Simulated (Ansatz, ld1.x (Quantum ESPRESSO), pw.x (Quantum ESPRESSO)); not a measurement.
## Cu: one change to the ultrasoft potential, in the atom and in the bcc crystal

ld1.x (Quantum ESPRESSO) 7.5 input, shortened:

```
&input
   title='Cu', zed=29., rel=1, dft='PBE', iswitch=3,
   config='[Ar] 3d10 4s1 4p0'
 /
 &inputp
   pseudotype=3, tm=.true., lloc=-1, rcloc=1.55,
   nlcc=.true., rcore=1.20,
   which_augfun='PSQ', rmatch_augfun_nc=.true.
 /
6
4S  1  0   1.00   0.00  2.15  2.55  0.0
4S  1  0   0.00   0.45  2.15  2.55  0.0
4P  2  1   0.00   0.00  1.80  2.50  0.0
4P  2  1   0.00   1.40  1.80  2.50  0.0
3D  3  2  10.00   0.00  1.20  1.60  0.0
3D  3  2   0.00   0.25  1.20  1.60  0.0
 &test
   configts(1)='3d10 4s1 4p0'
 /
```

Change: augmentation built from norm-conserving waves at rcut, not smoothed further.

Cutoffs, loose and tight: the cutoffs (Ry, on a coarse ladder) from which the occupation-weighted sum of valence levels, in a spherical-Bessel basis at the reference potential, stays within 10 and 1 mRy of its value at 400 Ry. They do not see the model core or the augmentation charge, which bear on the density cutoff. Test errors are all-electron minus pseudo excitation energies from the reference, over the configurations 3d10 4s0 4p0; 3d9 4s0 4p0; 3d8 4s0 4p0; 3d9 4s1 4p1; 3d7 4s0 4p0; 3d9 4s1 4p0; 3d9 4s2 4p0; variants that change the core or the reference have their own tests.

Crystal test: bcc Cu in pw.x 7.5, no spin, 16³ k-points, Fermi–Dirac smearing 0.01 Ry, cutoffs set for each file from its atomic test. The reference is all-electron LAPW (Ansatz 0.2.0) with the same functional, mesh and smearing; V0 and B0 come from Birch–Murnaghan fits to the pressures at five volumes. Errors are pseudo minus all-electron; Δ is the rms difference of the E(V) curves that follow from these fits, minima aligned, over ±6 % about the mean V0. Mesh and smearing are coarse, so the numbers serve the comparison and aren't converged zero-temperature values; the lattice is a test structure that the element need not adopt.

All-electron: a0 = 2.885 Å (V0 = 12.01 Å³/atom), B0 = 138.4 GPa.

Question: Does the change bring the crystal closer to the all-electron result?

Answer: The mean pressure error goes from -3.14 to -2.50 GPa, so the change moves the solid closer to the all-electron pressures.

```csv
quantity,base,changed
outcome (atom),generated,generated
"cutoff, loose (atom)",45 Ry,45 Ry
"cutoff, tight (atom)",70 Ry,70 Ry
bound ghosts (atom),none,none
largest test error (meV) (atom),-89 over the solved tests; 2 of 7 tests not solved or not reliable,-76 over the solved tests; 2 of 7 tests not solved or not reliable
cutoffs in pw.x (Ry),85/680,85/680
a0 (Å),2.862,2.865
a0 error (%),-0.82,-0.71
B0 error (%),+13.2,+7.0
Δ (meV/atom),8.8,7.3
mean pressure error (GPa),-3.14,-2.50
```

Base: The largest radius (2.55 bohr) exceeds half the bond length (2.36 bohr), so the spheres overlap, which is one possible source of error among others. This is a poor potential for the solid. Atomic configuration tests: 2 of 7 tests not solved or not reliable. Changed file: The largest radius (2.55 bohr) exceeds half the bond length (2.36 bohr), so the spheres overlap, which is one possible source of error among others. This is a poor potential for the solid. Atomic configuration tests: 2 of 7 tests not solved or not reliable. The atomic cutoffs weigh occupied waves only.
